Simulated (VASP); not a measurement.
# BaS (Fm-3m) in VASP: further runs

Runs on BaS. Level: PBE0. Tasks: single point.

All numbers are computed with VASP 6.6.1; they aren't measurements. Logs are shortened: lines on timing, memory, paths and dates and some standing lists are left out, and cuts for length are marked.

**Experimental background.**

A printed reference work, monograph, original work of 1988 reports, for a bulk crystal of BaS at 2 K: band gap 3.806 eV (indirect).

The runs below are set against these values where they give the same quantity.

### 1 The cell of the first run

Symmetry: Fm-3m, No. 225, cubic system. The conventional cell has a = 6.513 Å, b = 6.513 Å, c = 6.513 Å, α = 90.00°, β = 90.00°, γ = 90.00°. Within 4.3 Å of Ba (site symmetry m-3m) lie 6 S at 3.26 Å. S (site symmetry m-3m) has 6 Ba at 3.26 Å within 4.3 Å.

### 2 Single point, PBE0

POSCAR reads:

```
BaS
1.0
    0.0000000000      3.2563884516      3.2563884516
    3.2563884516      0.0000000000      3.2563884516
    3.2563884516      3.2563884516      0.0000000000
Ba S
1 1
Direct
    0.0000000000      0.0000000000      0.0000000000
    0.5000000000      0.5000000000      0.5000000000
```

INCAR.step1 reads:

```
PREC = Accurate
ENCUT = 520
EDIFF = 1E-5
ISMEAR = -1
SIGMA = 0.05
LREAL = F
LASPH = T
NELM = 60
ALGO = Normal
ISIF = 2
LWAVE = T
LCHARG = F
NBANDS = 15
GGA = PE
```

INCAR.step2 reads:

```
PREC = Accurate
ENCUT = 520
EDIFF = 1E-7
ISMEAR = -1
SIGMA = 0.05
LREAL = F
LASPH = T
NELM = 60
ALGO = Normal
ISIF = 2
LWAVE = F
LCHARG = F
GGA = PE
LHFCALC = T
AEXX = 0.25
PRECFOCK = Normal
NBANDS = 15
ISTART = 1
```

KPOINTS reads:

```
Automatic mesh
0
Gamma
  4 4 4
```

Potentials or basis: VASP PAW PBE potentials, release 64 (Ba_sv, S).

On the command line:

```bash
$ cat potpaw_PBE.64/Ba_sv/POTCAR potpaw_PBE.64/S/POTCAR > POTCAR
$ cp INCAR.step1 INCAR
$ mpirun -np 1 vasp_std > vasp.out
$ cp INCAR.step2 INCAR
$ mpirun -np 1 vasp_std > vasp.out
```

OUTCAR:

```text
PREC = Accurate
   ENCUT = 520
   EDIFF = 1E-7
   ISMEAR = -1
   LREAL = F
   LASPH = T
   NELM = 60
   ISIF = 2
   GGA = PE
   LHFCALC = T
   AEXX = 0.25
   PRECFOCK = Normal
   ISTART = 1

 ion  position               nearest neighbor table
   1  0.000  0.000  0.000-   2 3.26   2 3.26   2 3.26   2 3.26   2 3.26   2 3.26
   2  0.500  0.500  0.500-   1 3.26   1 3.26   1 3.26   1 3.26   1 3.26   1 3.26

  LATTYP: Found a face centered cubic cell.
 ALAT       =     6.5127769032

  Lattice vectors:

 A1 = (   0.0000000000,   3.2563884516,   3.2563884516)
 A2 = (   3.2563884516,   0.0000000000,   3.2563884516)
 A3 = (   3.2563884516,   3.2563884516,   0.0000000000)

Analysis of symmetry for initial positions (statically):
=====================================================================
 Subroutine PRICEL returns:
 Original cell was already a primitive cell.

 Routine SETGRP: Setting up the symmetry group for a
 face centered cubic supercell.

 Subroutine GETGRP returns: Found 48 space group operations
 (whereof 48 operations were pure point group operations)
 out of a pool of 48 trial point group operations.

The static configuration has the point symmetry O_h .

Analysis of symmetry for dynamics (positions and initial velocities):
=====================================================================
 Subroutine PRICEL returns:
 Original cell was already a primitive cell.

 Routine SETGRP: Setting up the symmetry group for a
 face centered cubic supercell.

 Subroutine GETGRP returns: Found 48 space group operations
 (whereof 48 operations were pure point group operations)
 out of a pool of 48 trial point group operations.

The dynamic configuration has the point symmetry O_h .

 Subroutine INISYM returns: Found 48 space group operations
 (whereof 48 operations are pure point group operations),
 and found     1 'primitive' translations

----------------------------------------------------------------------------------------

                                     Primitive cell

  volume of cell :      69.0619

  direct lattice vectors                    reciprocal lattice vectors
     0.000000000  3.256388452  3.256388452    -0.153544335  0.153544335  0.153544335
     3.256388452  0.000000000  3.256388452     0.153544335 -0.153544335  0.153544335
     3.256388452  3.256388452  0.000000000     0.153544335  0.153544335 -0.153544335

  length of vectors
     4.605228713  4.605228713  4.605228713     0.265946590  0.265946590  0.265946590
[... 81 lines left out ...]
   IALGO  =     38    algorithm
   IMIX   =      1    mixing-type and parameters
     AMIX     =   0.40;   BMIX     =  1.00
     AMIX_MAG =   1.60;   BMIX_MAG =  1.00
  volume/ion in A,a.u.               =      34.53       233.03
  Fermi-wavevector in a.u.,A,eV,Ry     =   1.005469  1.900061 13.755049  1.010968
  Thomas-Fermi vector in A             =   2.138150
   LORBIT       =      0    0 simple, 1 ext, 2 COOP (PROOUT), +10 PAW based schemes
   GGA     = PE    functional components
   LHFCALC =     T    Hartree Fock is set to
   PRECFOCK=normal    Normal, Fast or Accurate (Low or Medium for compatibility)
   ENCUT4O =  -1.0   cutoff for four orbital integrals eV
   NKREDX  =     1    reduce k-point grid by
   NKREDY  =     1    reduce k-point grid by
   NKREDZ  =     1    reduce k-point grid by
   AEXX    =    0.2500 exact exchange contribution
   HFSCREEN=    0.0000 screening length (either q_TF or 0.3 A-1)
   HFSCREENC=   0.0000 screening length for correlation (either q_TF or 0.3 A-1)
   ENCUTFOCK=  -1.0 apply spherical cutoff to Coloumb kernel
   IVDW    =     0    specifies the selected vdW correction
   LEPSILON=     F    determine dielectric tensor
   LRPA    =     F    only Hartree local field effects (RPA)
 non-spin polarized calculation
  energy-cutoff  :      520.00
  volume of cell :       69.06
 maximum number of plane-waves:      1880
 NGX is ok and might be reduce to    36
  NGX = 28; NGY = 28; NGZ = 28

 number of electron      16.0000000 magnetization

 Free energy of the ion-electron system (eV)
  ---------------------------------------------------
  ext. energy  EPLUGINS =         0.00000000
  ---------------------------------------------------
  free energy    TOTEN  =       -12.12424201 eV

  energy without entropy =      -12.12424201  energy(sigma->0) =      -12.12424201

 E-fermi :   1.1938     XC(G=0):  -6.6408

 val. band max:        0.1282942648   @ k =   0.0000   0.0000   0.0000
 cond. band min:       3.9527689174   @ k =   0.5000   0.5000   0.0000
 fundamental gap:      3.8244746525
 Fermi energy:         1.1937646612

 k-point     1 :       0.0000    0.0000    0.0000
  band No.  band energies     occupation
      1     -27.9128      2.00000
      2     -11.9070      2.00000
      3     -11.9070      2.00000
      4     -11.9070      2.00000
      5     -11.2605      2.00000
      6       0.1283      2.00000
      7       0.1283      2.00000
      8       0.1283      2.00000
      9       5.1116      0.00000
     10       5.7673      0.00000
     11       5.7673      0.00000
     12       5.7673      0.00000
     13       6.6642      0.00000
     14       6.6642      0.00000
[... 113 lines left out ...]
      2     -12.4477      2.00000
      3     -12.2118      2.00000
      4     -12.2118      2.00000
      5     -10.5917      2.00000
      6      -0.9981      2.00000
      7      -0.4488      2.00000
      8      -0.4488      2.00000
      9       6.1233      0.00000
     10       6.1233      0.00000
     11       8.0830      0.00000
     12       8.6665      0.00000
     13       9.4083      0.00000
     14      11.2582      0.00000
     15      12.3326      0.00000

------------------------ aborting loop because EDIFF is reached ----------------------------------------

  FORCE on cell =-STRESS in cart. coord.  units (eV):
  Direction    XX          YY          ZZ          XY          YZ          ZX
  --------------------------------------------------------------------------------------
  -------------------------------------------------------------------------------------
  Total       -0.6746891     -0.6746891     -0.6746891      0.0000000      0.0000000      0.0000000
  in kB      -15.6522108    -15.6522108    -15.6522108      0.0000000      0.0000000      0.0000000
  external PRESSURE =     -15.6522108 kB  Pullay stress =       0.0000000 kB

 VOLUME and BASIS-vectors are now :
 -----------------------------------------------------------------------------
  energy-cutoff  :      520.00
  volume of cell :       69.06
      direct lattice vectors                 reciprocal lattice vectors
     0.000000000  3.256388452  3.256388452    -0.153544335  0.153544335  0.153544335
     3.256388452  0.000000000  3.256388452     0.153544335 -0.153544335  0.153544335
     3.256388452  3.256388452  0.000000000     0.153544335  0.153544335 -0.153544335

 POSITION                                       TOTAL-FORCE (eV/Angst)
 -----------------------------------------------------------------------------------
      0.00000      0.00000      0.00000         0.000000     -0.000000     -0.000000
      3.25639      3.25639      3.25639         0.000000      0.000000      0.000000
 -----------------------------------------------------------------------------------
    total drift:                               -0.000000      0.000000     -0.000000

  FREE ENERGIE OF THE ION-ELECTRON SYSTEM (eV)
  ---------------------------------------------------
  free  energy   TOTEN  =       -12.1242420111 eV

  energy  without entropy=      -12.1242420111  energy(sigma->0) =      -12.12424201
```

OUTCAR.step1:

```text
PREC = Accurate
   ENCUT = 520
   EDIFF = 1E-5
   ISMEAR = -1
   LREAL = F
[... 347 lines left out ...]
      0.00000      0.00000      0.00000        -0.000000      0.000000      0.000000
      3.25639      3.25639      3.25639         0.000000     -0.000000     -0.000000
 -----------------------------------------------------------------------------------
    total drift:                                0.000000      0.000000      0.000000

  FREE ENERGIE OF THE ION-ELECTRON SYSTEM (eV)
  ---------------------------------------------------
  free  energy   TOTEN  =       -10.1844609862 eV

  energy  without entropy=      -10.1844609861  energy(sigma->0) =      -10.18446099
```

Wall time 10 min (1 thread of Intel Xeon Platinum 8124M at 3.00GHz (Skylake/Cascade Lake), shared host); peak memory 0.22 GiB.

Results:

- Free energy: -12.1242 eV
- Pressure: -1.6 GPa
- Band gap on the k mesh: 3.82 eV, indirect (least direct gap 4.02 eV)

Caveat: the PAW data sets were made with another functional, which shifts forces and pressure a little; spin-orbit coupling is left out, which moves the levels of the heavy elements.

### 3 Single point, PBE0, non-collinear spin, zero start, spin-orbit coupling

This run uses another cell than the first one, of 32.58 Å³/atom, 0.943 times its volume.

POSCAR reads:

```
BaS
1.0
    0.0000000000      3.1937500000      3.1937500000
    3.1937500000      0.0000000000      3.1937500000
    3.1937500000      3.1937500000      0.0000000000
Ba S
1 1
Direct
    0.0000000000      0.0000000000      0.0000000000
    0.5000000000      0.5000000000      0.5000000000
```

INCAR.step1 reads:

```
PREC     = Accurate       # precision mode
ENCUT    = 520            # plane-wave cutoff, eV
EDIFF    = 1E-5           # SCF threshold, eV
ISMEAR   = -1             # smearing method
SIGMA    = 0.05           # smearing width, eV
LREAL    = False          # projectors in reciprocal space
LASPH    = True           # aspherical terms in the spheres
NELM     = 150            # most SCF steps
ALGO     = Normal         # electronic algorithm
ISIF     = 2              # what is computed and relaxed
LWAVE    = True           # write WAVECAR
LCHARG   = False          # write CHGCAR
MAGMOM   = 0 0 0 0 0 0    # initial moments
LORBIT   = 11             # projections on sites
LSORBIT  = True           # spin-orbit coupling
GGA_COMPAT= False        
LORBMOM  = True         
GGA      = PE             # functional
NBANDS   = 28             # bands
```

INCAR.step2 reads:

```
PREC     = Accurate       # precision mode
ENCUT    = 520            # plane-wave cutoff, eV
EDIFF    = 1E-6           # SCF threshold, eV
ISMEAR   = -1             # smearing method
SIGMA    = 0.05           # smearing width, eV
LREAL    = False          # projectors in reciprocal space
LASPH    = True           # aspherical terms in the spheres
NELM     = 150            # most SCF steps
ALGO     = Normal         # electronic algorithm
ISIF     = 2              # what is computed and relaxed
LWAVE    = False          # write WAVECAR
LCHARG   = False          # write CHGCAR
MAGMOM   = 0 0 0 0 0 0    # initial moments
LORBIT   = 11             # projections on sites
LSORBIT  = True           # spin-orbit coupling
GGA_COMPAT= False        
LORBMOM  = True         
GGA      = PE             # functional
LHFCALC  = True           # exact exchange
AEXX     = 0.25           # exact-exchange fraction
PRECFOCK = Normal       
ISTART   = 1            
NBANDS   = 28             # bands
```

KPOINTS reads:

```
regular mesh
0
Gamma
  3 3 3
```

Potentials or basis: VASP PAW PBE potentials, release 64 (Ba_sv, S).

On the command line:

```bash
$ cat potpaw_PBE.64/Ba_sv/POTCAR potpaw_PBE.64/S/POTCAR > POTCAR
$ cp INCAR.step1 INCAR
$ mpirun -np 1 vasp_ncl > vasp.out
$ cp INCAR.step2 INCAR
$ mpirun -np 1 vasp_ncl > vasp.out
```

OUTCAR:

```text
PREC = Accurate
   ENCUT = 520
   EDIFF = 1E-6
   ISMEAR = -1
   LREAL = False
   LASPH = True
   NELM = 150
   ISIF = 2
   LORBIT = 11
   LSORBIT = True
   GGA = PE
   LHFCALC = True
   AEXX = 0.25
   PRECFOCK = Normal
   ISTART = 1

 ion  position               nearest neighbor table
   1  0.000  0.000  0.000-   2 3.19   2 3.19   2 3.19   2 3.19   2 3.19   2 3.19
   2  0.500  0.500  0.500-   1 3.19   1 3.19   1 3.19   1 3.19   1 3.19   1 3.19

  LATTYP: Found a face centered cubic cell.
 ALAT       =     6.3875000000

  Lattice vectors:

 A1 = (   0.0000000000,   3.1937500000,   3.1937500000)
 A2 = (   3.1937500000,   0.0000000000,   3.1937500000)
 A3 = (   3.1937500000,   3.1937500000,   0.0000000000)

Analysis of symmetry for initial positions (statically):
=====================================================================
 Subroutine PRICEL returns:
 Original cell was already a primitive cell.

[... 374 lines left out ...]
 l=   3
     0.0000000     0.0000000     0.0000000     0.0000000     0.0000000     0.0000000     0.0000000
     0.0000000     0.0000000     0.0000000     0.0000000     0.0000000     0.0000000     0.0000000
     0.0000000     0.0000000     0.0000000     0.0000000     0.0000000     0.0000000     0.0000000
     0.0000000     0.0000000     0.0000000     0.0000000     0.0000000     0.0000000     0.0000000
     0.0000000     0.0000000     0.0000000     0.0000000     0.0000000     0.0000000     0.0000000
     0.0000000     0.0000000     0.0000000     0.0000000     0.0000000     0.0000000     0.0000000
     0.0000000     0.0000000     0.0000000     0.0000000     0.0000000     0.0000000     0.0000000

 Ion:    2  E_soc:     -0.0022362
 l=   1
     0.0000000    -0.0003727    -0.0003727
    -0.0003727     0.0000000    -0.0003727
    -0.0003727    -0.0003727     0.0000000
 l=   2
     0.0000000     0.0000000     0.0000000     0.0000000     0.0000000
     0.0000000     0.0000000     0.0000000     0.0000000     0.0000000
     0.0000000     0.0000000     0.0000000     0.0000000     0.0000000
     0.0000000     0.0000000     0.0000000     0.0000000     0.0000000
     0.0000000     0.0000000     0.0000000     0.0000000     0.0000000
 l=   3
     0.0000000     0.0000000     0.0000000     0.0000000     0.0000000     0.0000000     0.0000000
     0.0000000     0.0000000     0.0000000     0.0000000     0.0000000     0.0000000     0.0000000
     0.0000000     0.0000000     0.0000000     0.0000000     0.0000000     0.0000000     0.0000000
     0.0000000     0.0000000     0.0000000     0.0000000     0.0000000     0.0000000     0.0000000
     0.0000000     0.0000000     0.0000000     0.0000000     0.0000000     0.0000000     0.0000000
     0.0000000     0.0000000     0.0000000     0.0000000     0.0000000     0.0000000     0.0000000
     0.0000000     0.0000000     0.0000000     0.0000000     0.0000000     0.0000000     0.0000000

 total charge

# of ion       s       p       d       tot
------------------------------------------
    1        2.007   5.625   0.244   7.876
    2        1.311   2.456   0.000   3.767
--------------------------------------------------
tot          3.318   8.081   0.244  11.643

 magnetization (x)

# of ion       s       p       d       tot
------------------------------------------
    1        0.000   0.000   0.000   0.000
    2        0.000   0.000   0.000   0.000
--------------------------------------------------
tot          0.000   0.000   0.000   0.000

 magnetization (y)

# of ion       s       p       d       tot
------------------------------------------
    1       -0.000   0.000   0.000   0.000
    2        0.000  -0.000   0.000  -0.000
--------------------------------------------------
tot         -0.000  -0.000   0.000  -0.000

 magnetization (z)

# of ion       s       p       d       tot
------------------------------------------
    1        0.000   0.000   0.000   0.000
    2        0.000   0.000   0.000   0.000
--------------------------------------------------
tot          0.000   0.000   0.000   0.000
```

It took 8.3 min on 1 thread of AMD EPYC 7R43 (Zen 3), shared host; peak memory 0.36 GiB.

Results:

```
Free energy                                           : -12.3444 eV
Pressure                                              : 1.0 GPa
Net moment                                            : 0.00 μB per cell
Valence electrons inside the program's atomic spheres : Ba 7.88; S 3.77
```

Moments on the atoms (μB; x, y, z):
```
Ba  0.00 0.00 0.00
S   0.00 0.00 0.00
```

Caveat: the k points lie up to 0.57 Å⁻¹ apart; the PAW data sets were made with another functional, which shifts forces and pressure a little.

### 4 Comparison with measurements

Step 2. A measured gap of BaS is 3.806 eV (indirect; 2 K; a printed reference work, monograph, original work of 1988); the calculated 3.82 eV misses it by +0.02 eV. Spin-orbit coupling on Ba is left out. The value is that of PBE0 on a finite k mesh, which can miss the band edges, without temperature or zero-point motion.
